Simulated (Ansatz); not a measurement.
Write the native input for Ansatz 0.2.0 that does the following.

```yaml
Task: single point
Functional: PBEsol
Potentials_or_basis: Ansatz PAW
Cutoff: "420 eV (not typed: the program's choice for these potentials)"
k_mesh: 10 × 10 × 6
Occupations: fermi-dirac, width 0.05 eV
Spin: collinear spin, ferromagnetic start
Starting_moments: "[1.5, 1.5] μB"
Fixed_moment: 3 μB
```

Fe:

```
CELL_PARAMETERS angstrom
2.43416 0.00000 0.00000
-1.21708 2.10804 0.00000
0.00000 0.00000 3.84193
ATOMIC_POSITIONS crystal
Fe 0.66667 0.33333 0.75000
Fe 0.33333 0.66667 0.25000
```

This isn't the form of Fe at room conditions, which is bcc.

One way to write it, as run:

input.yaml

```yaml
crystal:
  lattice:
    - [2.4341575853, 0.0, 0.0]
    - [-1.2170787927, 2.1080423057, 0.0]
    - [0.0, 0.0, 3.84193447]
  atoms:
    - { symbol: Fe, position: [0.6666666667, 0.3333333333, 0.75], spin: 1.5 }
    - { symbol: Fe, position: [0.3333333333, 0.6666666667, 0.25], spin: 1.5 }
hamiltonian:
  xc: pbesol
  pseudopotentials: { kind: paw }
magnetization:
  spin_polarized: true
  initial_magnetization: 3.0
  spin_locking: { lock_magnetization: hard }
kpoints:
  mp_grid: { grid: [10, 10, 6] }
scf:
  occupations: { method: fermi_dirac, width: 0.05 }
  lower_state_search: "off"
output:
  forces: true
  stress: true
  eigenvalues: true
```

Potentials or basis: Ansatz PAW.

Command:

```sh
$ ansatz run input.yaml --threads 2 --pin off --max-ram 5632MiB --backend cpu --events-out ev --progress --plain --runs-dir out
```

Results of the run:

* Pressure: 18.8 GPa
* Net moment: 3.00 μB per cell
* Absolute moment: 3.04 μB per cell
* Site moments: Fe +1.49 μB

Caveat: the total moment is fixed, so each spin has its own Fermi level; the PAW data sets come from PBE, with cores solved anew for the run's functional, which leaves a small shift of forces and pressure; the thresholds are loose for stress.

It took 2.1 s on 2 threads of Arm Neoverse V1, on a shared host, peak memory 0.28 GiB.
